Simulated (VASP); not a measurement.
AlN (an interface model), 24 atoms in the cell. The cell holds a interface, 24 atoms: a = 3.114 Å, b = 7.627 Å, c = 11.190 Å, α = 90.00°, β = 90.00°, γ = 90.00°.  The cell isn't the ideal one: antiphase boundary on (2 1 1), species swapped.

| Quantity | Value |
| --- | --- |
| Program | VASP 6.6.1 |
| Task | single point |
| Functional | PBE |
| Potentials or basis | VASP PAW PBE potentials, release 64 (Al, N) |
| Cutoff | 520 eV |
| k mesh | 8 × 4 × 2 |
| Occupations | gaussian, width 0.05 eV |
| Spin | no spin polarisation |
| Dipole correction | no |
| Further INCAR settings | LREAL = Auto; ALGO = Fast; EDIFF = 1e-06; NBANDS = 66 |

Potentials or basis: VASP PAW PBE potentials, release 64 (Al, N).

The run is started by

```console
$ cat potpaw_PBE.64/Al/POTCAR potpaw_PBE.64/N/POTCAR > POTCAR
$ mpirun -np 1 vasp_std > vasp.out
```

Hardware: 1 thread of Intel(R) Xeon(R) Platinum 8488C (Sapphire Rapids), on a shared host.

How long does it take, and how much memory?

Run time: 11 min on 1 thread of Intel(R) Xeon(R) Platinum 8488C (Sapphire Rapids), with other jobs on the host, peak memory 0.53 GiB. Counts: scf iterations 17, k points 30.
